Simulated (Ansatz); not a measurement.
# Indium, dhcp under BLYP: ground state and equation of state

What does BLYP give for indium in the dhcp structure? We relax it, solve it on a dense k-mesh, then scale the cell to 7 volumes from 88 to 112 % of the relaxed one and try a fit of the equation of state. Spin polarisation is left out. The k-meshes are 11×11×3 for the relaxation; 14×14×4 for the dense run; 12×12×3 for the volumes.

Method: DFT BLYP, plane waves (420 eV) with PAW, scalar-relativistic; the PAW data stem from PBE, with regenerated cores, in Ansatz 0.2.0.

### 1 Starting point

The structure is hexagonal, space group P6_3/mmc (No. 194). Conventional cell: a = 3.331 Å, b = 3.331 Å, c = 10.880 Å, α = 90.00°, β = 90.00°, γ = 120.00°. In (site symmetry -3m) has 12 In at 3.33 Å as nearest neighbours. In (site symmetry -6m2) has 12 In at 3.33 Å as nearest neighbours.

As a file:

```
In
1.0
     3.33139    0.00000    0.00000
    -1.66570    2.88507    0.00000
     0.00000    0.00000   10.88033
In
4
Direct
  0.00000 0.00000 0.00000
  0.00000 0.00000 0.50000
  0.33333 0.66667 0.25000
  0.66667 0.33333 0.75000
```

### 2 Geometry optimisation

The input, input.yaml:

```yaml
crystal:
  lattice:
    - [3.3313943041, 0.0, 0.0]
    - [-1.665697152, 2.8850720974, 0.0]
    - [0.0, 0.0, 10.8803337972]
  atoms:
    - { symbol: In, position: [0.0, 0.0, 0.0] }
    - { symbol: In, position: [0.0, 0.0, 0.5] }
    - { symbol: In, position: [0.3333333333, 0.6666666667, 0.25] }
    - { symbol: In, position: [0.6666666667, 0.3333333333, 0.75] }
hamiltonian:
  xc: blyp
  pseudopotentials:
    kind: paw
    azcp:
      In: "pseudopotentials/In.paw.azcp"
basis:
  ecutwfc: 420
  fft_grid_basis: typed
kpoints:
  mp_grid: { grid: [11, 11, 3], shift: [0, 0, 0] }
magnetization:
  spin_polarized: false
scf:
  occupations: { method: fermi_dirac, width: 0.1 }
relax:
  max_steps: 60
  f_tol: 0.01
  cell: {}
```

Log, cut to the lines that bear on the results:

```text
Warning: RAYON_NUM_THREADS=2 ignored (pool sized by the plan → 2); use --threads N
[...]
Pseudopotentials: kind: paw
Pseudopotential: In, paw, valence charge 13, recommended cutoff 420 eV (normal), <dir>
Functional definition: BLYP
[...]
Crystal: 4 atoms, lattice volume = 104.574 Å³
Basis set: ecut = 420 eV, 2077 PW (Γ), exchange–correlation on 48×48×150 points (8 copies of the dense FFT grid, shifted against one another)
Bands: 32, of which v1, the nominal top of the filled ones, is band 26 counted from 1 (25 counted from 0)
Symmetry: 24 space group operations
Space group: P63/mmc (ITA 194), of the structure as read, at distance tolerance 4.7e-5 Å
k-points: 32 of 363
[...]
SCF iter   1: F=—  HF=-22454.957848 eV  |F-HF|=—  |Δ(HF+E_count)|=         —  Δρ=5.78e-3  dr2=2.11e-2  ethr=1.77e-3  ⟨swp⟩=6.4  Hψ=4327  notcnv=0  defer=1
[...]
relax step   1: F+E_penalty+E_count = -22454.95630095 eV  Δ(F+E_penalty+E_count) = +0.000e0 eV  max|allowed force component| = 8.095e-17 eV/Å  Δτ_max = 0.0000 Å  P = +6.178 GPa  Ω = 104.574 Å³  (8 SCF iters, dr2 threshold 1.00e-7 eV, accepted)
[...]
relax step   5: F+E_penalty+E_count = -22455.27608198 eV  Δ(F+E_penalty+E_count) = -3.597e-6 eV  max|allowed force component| = 2.313e-17 eV/Å  Δτ_max = 0.0000 Å  P = -0.002 GPa  Ω = 124.654 Å³  energy of the carried Pulay correction = -3.183e-3 eV  (6 SCF iters, accepted)
[...]
relax step   6: F+E_penalty+E_count = -22455.27792059 eV  Δ(F+E_penalty+E_count) = -1.839e-3 eV  max|allowed force component| = 4.626e-17 eV/Å  Δτ_max = 0.0000 Å  P = -0.013 GPa  Ω = 124.654 Å³  stress off target by 3.10e-2 GPa  SCF on the basis re-selected at this cell (its energy is not [...]
SCF converged after 6 iterations
Free energy (F): -22455.277921 eV
[...]
E sigma→0 (E₀):  -22455.242233 eV
Entropy (-TS):   -0.071375 eV (-17.844 meV/atom)
Fermi energy:    8.418719 eV
[...]
--- Forces (eV/Å), atoms counted from 1 ---
  atom   1  In    -0.00000000     0.00000000     0.00000000
  atom   2  In    -0.00000000     0.00000000     0.00000000
  atom   3  In    -0.00000000    -0.00000000    -0.00000000
  atom   4  In     0.00000000     0.00000000     0.00000000
[...]
--- Stress (GPa, compression-positive) ---
       -0.003826       0.000000      -0.000000
       -0.000000      -0.003826       0.000000
       -0.000000       0.000000      -0.030985
  P = ⅓ Tr σ = -0.0129 GPa (-0.129 kbar)
--- Relaxed structure (5 steps of the walk, 5 accepted, 1 SCFs on fresh bases) ---
  F+E_penalty+E_count = -22455.27792059 eV   max|allowed force component| = 4.626e-17 eV/Å   (the final SCF, on the basis selected at the relaxed cell)
  cell:  # Å, volume = 124.6535 Å³
    - [3.5394053551134146, -3.067002315875319e-11, 0.0]
    - [-1.7697026775301463, 3.065214951834234, 0.0]
    - [0.0, 0.0, 11.489821322147769]
  atoms:
    - { symbol: In, position: [2.136691350528526e-34, 2.3033952611623304e-35, -2.3612882665588373e-35] }
    - { symbol: In, position: [1.6323758324700596e-34, -1.5671779831875367e-34, 0.5000000000000001] }
    - { symbol: In, position: [0.33333333333333337, 0.666666666666667, 0.25000000000000006] }
    - { symbol: In, position: [0.6666666666666667, 0.33333333333333337, 0.7500000000000001] }
```

Wall time 30 s (2 threads of an x86-64 CPU, shared host); peak memory 0.49 GiB.

The steps of the relaxation:

```csv
step,energy change (meV/atom),largest force (eV/Å),pressure (GPa),volume (Å³/atom)
1,0.00,0.0000,6.18,26.144
2,-77.27,0.0000,0.86,30.084
3,-79.74,0.0000,0.24,30.837
4,-79.94,0.0000,0.01,31.142
5,-79.95,0.0000,0.00,31.163
6,-80.40,0.0000,-0.01,31.163
```

Steps that repeat a cell are solved on a basis chosen anew, so their changes of energy are no gain of the relaxation.

Changes in the cell that was computed:

|  | before | after | change |
| --- | --- | --- | --- |
| a (Å) | 3.331 | 3.539 | +6.2 % |
| b (Å) | 3.331 | 3.539 | +6.2 % |
| c (Å) | 10.880 | 11.490 | +5.6 % |
| volume (Å³/atom) | 26.144 | 31.163 | +19.2 % |
| shortest distance (Å) | 3.331 | 3.525 | +5.8 % |
| space group (spins left aside) | P6_3/mmc | P6_3/mmc | same |

### 3 Dense single point

The input, input.yaml:

```yaml
crystal:
  lattice:
    - [3.5394053551, 0.0, 0.0]
    - [-1.7697026775, 3.0652149518, 0.0]
    - [0.0, 0.0, 11.4898213221]
  atoms:
    - { symbol: In, position: [0.0, 0.0, 1.0] }
    - { symbol: In, position: [0.0, 1.0, 0.5] }
    - { symbol: In, position: [0.3333333333, 0.6666666667, 0.25] }
    - { symbol: In, position: [0.6666666667, 0.3333333333, 0.75] }
hamiltonian:
  xc: blyp
  pseudopotentials:
    kind: paw
    azcp:
      In: "pseudopotentials/In.paw.azcp"
basis:
  ecutwfc: 420
  fft_grid_basis: typed
kpoints:
  mp_grid: { grid: [14, 14, 4], shift: [0, 0, 0] }
magnetization:
  spin_polarized: false
scf:
  occupations: { method: fermi_dirac, width: 0.1 }
```

Log, cut to the lines that bear on the results:

```text
Warning: RAYON_NUM_THREADS=2 ignored (pool sized by the plan → 2); use --threads N
[...]
Pseudopotentials: kind: paw
Pseudopotential: In, paw, valence charge 13, recommended cutoff 420 eV (normal), <dir>
Functional definition: BLYP
[...]
Crystal: 4 atoms, lattice volume = 124.654 Å³
Basis set: ecut = 420 eV, 2421 PW (Γ), exchange–correlation on 48×48×160 points (8 copies of the dense FFT grid, shifted against one another)
Bands: 30, of which v1, the nominal top of the filled ones, is band 26 counted from 1 (25 counted from 0)
Symmetry: 24 space group operations
Space group: P63/mmc (ITA 194), of the structure as read, at distance tolerance 5.0e-5 Å
k-points: 72 of 784
[...]
SCF iter   1: F=—  HF=-22455.263212 eV  |F-HF|=—  |Δ(HF+E_count)|=         —  Δρ=5.42e-3  dr2=2.70e-2  ethr=1.77e-3  ⟨swp⟩=6.7  Hψ=18968  notcnv=0  defer=2
[...]
SCF iter   8: F=-22455.262656 eV  HF=-22455.262656 eV  |F-HF|=3.85e-9  |Δ(HF+E_count)|=   3.94e-8  Δρ=5.21e-6  dr2=2.20e-8  ethr=1.92e-10  ⟨swp⟩=2.0  Hψ=4616  notcnv=0
[...]
SCF converged after 8 iterations
Free energy (F): -22455.262656 eV
[...]
E sigma→0 (E₀):  -22455.225350 eV
Entropy (-TS):   -0.074612 eV (-18.653 meV/atom)
Fermi energy:    8.434993 eV
[...]
```

Wall time 15 s (2 threads of an x86-64 CPU, shared host); peak memory 0.55 GiB.

### 4 At 88 % of the relaxed volume

input.yaml, as its differences from that of step 3:

```diff
@@ -2,5 +2,5 @@
   lattice:
-    - [3.5394053551, 0.0, 0.0]
-    - [-1.7697026775, 3.0652149518, 0.0]
-    - [0.0, 0.0, 11.4898213221]
+    - [3.3917554201, 0.0, 0.0]
+    - [-1.69587771, 2.9373463573, 0.0]
+    - [0.0, 0.0, 11.0105116074]
   atoms:
@@ -20,3 +20,3 @@
 kpoints:
-  mp_grid: { grid: [14, 14, 4], shift: [0, 0, 0] }
+  mp_grid: { grid: [12, 12, 3], shift: [0, 0, 0] }
 magnetization:
@@ -25 +25,4 @@
   occupations: { method: fermi_dirac, width: 0.1 }
+  lower_state_search: "off"
+output:
+  stress: true
```

Log, cut to the lines that bear on the results:

```text
Warning: RAYON_NUM_THREADS=2 ignored (pool sized by the plan → 2); use --threads N
[...]
Pseudopotentials: kind: paw
Pseudopotential: In, paw, valence charge 13, recommended cutoff 420 eV (normal), <dir>
Functional definition: BLYP
[...]
Crystal: 4 atoms, lattice volume = 109.695 Å³
Basis set: ecut = 420 eV, 2161 PW (Γ), exchange–correlation on 48×48×150 points (8 copies of the dense FFT grid, shifted against one another)
Bands: 30, of which v1, the nominal top of the filled ones, is band 26 counted from 1 (25 counted from 0)
Symmetry: 24 space group operations
Space group: P63/mmc (ITA 194), of the structure as read, at distance tolerance 4.8e-5 Å
k-points: 38 of 432
[...]
SCF iter   1: F=—  HF=-22455.103828 eV  |F-HF|=—  |Δ(HF+E_count)|=         —  Δρ=5.61e-3  dr2=2.29e-2  ethr=1.77e-3  ⟨swp⟩=6.8  Hψ=10227  notcnv=0  defer=5
[...]
SCF iter   8: F=-22455.102206 eV  HF=-22455.102206 eV  |F-HF|=2.55e-10  |Δ(HF+E_count)|=   4.33e-8  Δρ=1.86e-6  dr2=2.58e-9  ethr=1.92e-10  ⟨swp⟩=4.0  Hψ=3674  notcnv=0
[...]
SCF converged after 8 iterations
Free energy (F): -22455.102206 eV
[...]
E sigma→0 (E₀):  -22455.068443 eV
Entropy (-TS):   -0.067526 eV (-16.882 meV/atom)
Fermi energy:    10.026957 eV
[...]
--- Stress (GPa, compression-positive) ---
        3.920366       0.000000       0.000000
       -0.000000       3.920366       0.000000
        0.000000       0.000000       4.188470
  P = ⅓ Tr σ = 4.0097 GPa (40.097 kbar)
```

It took 9.1 s on 2 threads of an x86-64 CPU, shared host; peak memory 0.47 GiB.

### 5 At 92 % of the relaxed volume

input.yaml, as its differences from that of step 4:

```diff
@@ -2,5 +2,5 @@
   lattice:
-    - [3.3917554201, 0.0, 0.0]
-    - [-1.69587771, 2.9373463573, 0.0]
-    - [0.0, 0.0, 11.0105116074]
+    - [3.4423860998, 0.0, 0.0]
+    - [-1.7211930499, 2.9811938121, 0.0]
+    - [0.0, 0.0, 11.1748718332]
   atoms:
```

Log, cut to the lines that bear on the results:

```text
Warning: RAYON_NUM_THREADS=2 ignored (pool sized by the plan → 2); use --threads N
[...]
Pseudopotentials: kind: paw
Pseudopotential: In, paw, valence charge 13, recommended cutoff 420 eV (normal), <dir>
Functional definition: BLYP
[...]
Crystal: 4 atoms, lattice volume = 114.681 Å³
Basis set: ecut = 420 eV, 2233 PW (Γ), exchange–correlation on 48×48×150 points (8 copies of the dense FFT grid, shifted against one another)
Bands: 30, of which v1, the nominal top of the filled ones, is band 26 counted from 1 (25 counted from 0)
Symmetry: 24 space group operations
Space group: P63/mmc (ITA 194), of the structure as read, at distance tolerance 4.9e-5 Å
k-points: 38 of 432
[...]
SCF iter   1: F=—  HF=-22455.200960 eV  |F-HF|=—  |Δ(HF+E_count)|=         —  Δρ=5.52e-3  dr2=2.40e-2  ethr=1.77e-3  ⟨swp⟩=6.7  Hψ=10104  notcnv=0  defer=4
[...]
SCF iter   8: F=-22455.199827 eV  HF=-22455.199827 eV  |F-HF|=9.82e-10  |Δ(HF+E_count)|=   4.23e-8  Δρ=2.00e-6  dr2=3.28e-9  ethr=1.92e-10  ⟨swp⟩=4.1  Hψ=3682  notcnv=0
[...]
SCF converged after 8 iterations
Free energy (F): -22455.199827 eV
[...]
E sigma→0 (E₀):  -22455.164015 eV
Entropy (-TS):   -0.071624 eV (-17.906 meV/atom)
Fermi energy:    9.434932 eV
[...]
--- Stress (GPa, compression-positive) ---
        2.273824       0.000000       0.000000
        0.000000       2.273824       0.000000
        0.000000       0.000000       2.455491
  P = ⅓ Tr σ = 2.3344 GPa (23.344 kbar)
```

Wall time 9.4 s (2 threads of an x86-64 CPU, shared host); peak memory 0.47 GiB.

### 6 At 96 % of the relaxed volume

input.yaml, as its differences from that of step 5:

```diff
@@ -2,5 +2,5 @@
   lattice:
-    - [3.4423860998, 0.0, 0.0]
-    - [-1.7211930499, 2.9811938121, 0.0]
-    - [0.0, 0.0, 11.1748718332]
+    - [3.4915696891, 0.0, 0.0]
+    - [-1.7457848445, 3.0237880499, 0.0]
+    - [0.0, 0.0, 11.3345344306]
   atoms:
```

Log, cut to the lines that bear on the results:

```text
Warning: RAYON_NUM_THREADS=2 ignored (pool sized by the plan → 2); use --threads N
[...]
Pseudopotentials: kind: paw
Pseudopotential: In, paw, valence charge 13, recommended cutoff 420 eV (normal), <dir>
Functional definition: BLYP
[...]
Crystal: 4 atoms, lattice volume = 119.667 Å³
Basis set: ecut = 420 eV, 2323 PW (Γ), exchange–correlation on 48×48×160 points (8 copies of the dense FFT grid, shifted against one another)
Bands: 30, of which v1, the nominal top of the filled ones, is band 26 counted from 1 (25 counted from 0)
Symmetry: 24 space group operations
Space group: P63/mmc (ITA 194), of the structure as read, at distance tolerance 4.9e-5 Å
k-points: 38 of 432
[...]
SCF iter   1: F=—  HF=-22455.252246 eV  |F-HF|=—  |Δ(HF+E_count)|=         —  Δρ=5.47e-3  dr2=2.56e-2  ethr=1.77e-3  ⟨swp⟩=6.7  Hψ=10072  notcnv=0  defer=3
[...]
SCF iter   8: F=-22455.251397 eV  HF=-22455.251397 eV  |F-HF|=5.53e-9  |Δ(HF+E_count)|=   4.72e-8  Δρ=4.31e-6  dr2=1.42e-8  ethr=1.92e-10  ⟨swp⟩=4.0  Hψ=3664  notcnv=0
[...]
SCF converged after 8 iterations
Free energy (F): -22455.251397 eV
[...]
E sigma→0 (E₀):  -22455.213453 eV
Entropy (-TS):   -0.075887 eV (-18.972 meV/atom)
Fermi energy:    8.896053 eV
[...]
--- Stress (GPa, compression-positive) ---
        0.997636       0.000000       0.000000
       -0.000000       0.997636       0.000000
        0.000000       0.000000       1.104875
  P = ⅓ Tr σ = 1.0334 GPa (10.334 kbar)
```

It took 10 s on 2 threads of an x86-64 CPU, shared host; peak memory 0.48 GiB.

(Part 1 of 2 ends here.)
